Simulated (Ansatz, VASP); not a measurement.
**Two plane-wave programs on Bi**

```
Bi
1.0
     4.53034    0.00000    0.03589
     0.00000    4.55233    0.00000
    -0.04570    0.00000    6.36458
Bi
4
Cartesian
  3.7165 1.1381 1.4059
  3.0358 1.1381 4.5824
  1.4488 3.4142 1.8181
  0.7682 3.4142 4.9946
```

Alike in both runs: functional PBEsol; k mesh 10 × 10 × 8; occupations gaussian, width 0.1 eV; no spin polarisation.

Ansatz relaxed the structure, and its values are those at the end. VASP's run is a single point on that final structure, the one shown.

|  | VASP | Ansatz |
| --- | --- | --- |
| version | VASP 6.6.1 | Ansatz 0.2.0 |
| potentials or method | VASP PAW PBE potentials, release 64 (Bi_d) | scalar-relativistic, plane waves, PAW |
| plane-wave cutoff (eV) | 520 | 420 |
| valence electrons in the cell | 60 | 60 |

|  | VASP | Ansatz | Ansatz less VASP |
| --- | --- | --- | --- |
| gap on the k mesh at the Fermi level (eV) | none | none | - |
| pressure (GPa) | -0.1 | 0.0 | +0.07 |

A gap of «none» marks a metal or a gap that the smearing closes.

Caveats: the PAW data sets were made with another functional, which shifts forces and pressure a little (VASP); spin-orbit coupling is left out, which moves the levels of the heavy elements.
